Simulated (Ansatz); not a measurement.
Set up this calculation in Ansatz 0.2.0, as the native input.

```
Task                                : band structure
Functional                          : PBEsol
Potentials or basis                 : Ansatz PAW
Cutoff                              : 420 eV (not typed: the program's choice for these potentials)
k mesh                              : 7 × 7 × 7
Occupations                         : fermi-dirac, width 0.05 eV
Spin                                : spin-orbit coupling, no magnetisation
Path                                : [["G", "X", "W", "K", "G", "L", "U", "W", "L", "K"], ["U", "X"]]
Points for each segment of the path : 14
```

The system is Sn.

```xyz
2
Lattice="0.0000 3.2333 3.2333 3.2333 0.0000 3.2333 3.2333 3.2333 0.0000" Properties=species:S:1:pos:R:3 pbc="T T T"
Sn    4.8500    4.8500    4.8500
Sn    3.2333    3.2333    3.2333
```

This isn't the form of Sn at room conditions, which is tetragonal (white tin).

These files were run (other wordings do the same):

input.yaml

```yaml
crystal:
  lattice:
    - [0.0, 3.2333428, 3.2333428]
    - [3.2333428, 0.0, 3.2333428]
    - [3.2333428, 3.2333428, 0.0]
  atoms:
    - { symbol: Sn, position: [0.75, 0.75, 0.75] }
    - { symbol: Sn, position: [0.5, 0.5, 0.5] }
hamiltonian:
  xc: pbesol
  pseudopotentials: { kind: paw_fr }
magnetization:
  noncollinear: true
  spin_orbit: true
kpoints:
  mp_grid: { grid: [7, 7, 7] }
  band_path:
    path:
      - [[0.0, 0.0, 0.0], [0.5, 0.0, 0.5], [0.5, 0.25, 0.75], [0.375, 0.375, 0.75], [0.0, 0.0, 0.0], [0.5, 0.5, 0.5], [0.625, 0.25, 0.625], [0.5, 0.25, 0.75], [0.5, 0.5, 0.5], [0.375, 0.375, 0.75]]
      - [[0.625, 0.25, 0.625], [0.5, 0.0, 0.5]]
    npoints: 14
scf:
  occupations: { method: fermi_dirac, width: 0.05 }
  n_extra_bands: 6
output:
  forces: true
  stress: true
  eigenvalues: true
  fatbands: false
  write_density: true
  write_potential: true
  elf: true
  volumetric_format: npy
```

Potentials or basis: Ansatz PAW.

Command:

```bash
$ ansatz run input.yaml --threads 2 --pin off --max-ram 5632MiB --backend cpu --events-out ev --progress --plain --runs-dir out
```

Results of the run:

```json
{
 "Pressure": "1.5 GPa",
 "Band gap on the k mesh": "none (metal or under the smearing width)"
}
```

Caveat: the PAW data sets come from PBE, with cores solved anew for the run's functional, which leaves a small shift of forces and pressure.

It took 30 s on 2 threads of Arm Neoverse V1, on a shared host, peak memory 0.6 GiB.
